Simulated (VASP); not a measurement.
BN, 2 atoms in the cell. It takes space group R3m (No. 160, trigonal). The conventional cell has a = 2.576 Å, b = 2.576 Å, c = 10.266 Å, α = 90.00°, β = 90.00°, γ = 120.00°. Around B (site symmetry 3m) lie 3 N at 1.52 Å. N (site symmetry 3m) is surrounded by 3 B at 1.52 Å. The cell is a database's computed one. The cell isn't the ideal one: strained and moved within the space group.

| Quantity | Value |
| --- | --- |
| Program | VASP 6.6.1 |
| Task | single point |
| Functional | PBE |
| Potentials or basis | VASP PAW PBE potentials, release 64 (B, N) |
| Cutoff | 520 eV |
| k mesh | 12 × 12 × 12 |
| Occupations | gaussian, width 0.02 eV |
| Spin | no spin polarisation |
| Dipole correction | no |
| Further INCAR settings | ALGO = Normal; EDIFF = 1e-06; NBANDS = 11 |

Potentials or basis: VASP PAW PBE potentials, release 64 (B, N).

The run is started by

```console
$ cat potpaw_PBE.64/B/POTCAR potpaw_PBE.64/N/POTCAR > POTCAR
$ mpirun -np 1 vasp_std > vasp.out
```

Hardware: 1 thread of AMD EPYC 9R14 (Zen 4), on a shared host.

Problem. How long does it take, and how much memory?

Solution. Run time: 40 s on 1 thread of AMD EPYC 9R14 (Zen 4), with other jobs on the host, peak memory 0.14 GiB. Counts: scf iterations 13, k points 189.
